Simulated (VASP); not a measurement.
Sb:

```
CELL_PARAMETERS angstrom
3.20158 0.00000 0.00000
0.00000 3.20158 0.00000
0.00000 0.00000 3.20158
ATOMIC_POSITIONS crystal
Sb 0.00000 0.00000 0.00000
```

This isn't the form of Sb at room conditions, which is rhombohedral.

The cell isn't the ideal one: volume scaled by 1.04.

| Property | Result |
| --- | --- |
| Program | VASP 6.6.1 |
| Task | relaxation of cell and atoms |
| Functional | RPBE |
| Potentials or basis | VASP PAW PBE potentials, release 64 (Sb_d_GW) |
| Cutoff | 630 eV |
| k mesh | 8 × 8 × 8 |
| Occupations | gaussian, width 0.05 eV |
| Spin | no spin polarisation |

At the start: pressure -2.9 GPa; volume 32.82 Å³/atom.

Question: Where does the relaxation end?

Answer: Over 3 steps the energy falls by 17.5 meV/atom and the volume is 30.94 Å³/atom (-5.7 %); space group Pm-3m (No. 221, to 0.05 Å).

Step by step:
```
step  energy change (eV)  largest force (eV/Å)  pressure (GPa)  volume (Å³)
   1              0.0000                0.0000           -2.91        32.82
   2             -0.0135                0.0000            1.63        30.07
   3             -0.0175                0.0000           -0.04        30.94
```

Final structure:
```cif
data_structure
_symmetry_space_group_name_H-M 'P 1'
_symmetry_Int_Tables_number 1
_cell_length_a 3.1393
_cell_length_b 3.1393
_cell_length_c 3.1393
_cell_angle_alpha 90.000
_cell_angle_beta 90.000
_cell_angle_gamma 90.000
_cell_volume 30.94
loop_
_atom_site_label
_atom_site_type_symbol
_atom_site_fract_x
_atom_site_fract_y
_atom_site_fract_z
_atom_site_occupancy
Sb1 Sb 0.00000 0.00000 0.00000 1
```

Caveat: the PAW data sets were made with another functional, which shifts forces and pressure a little.
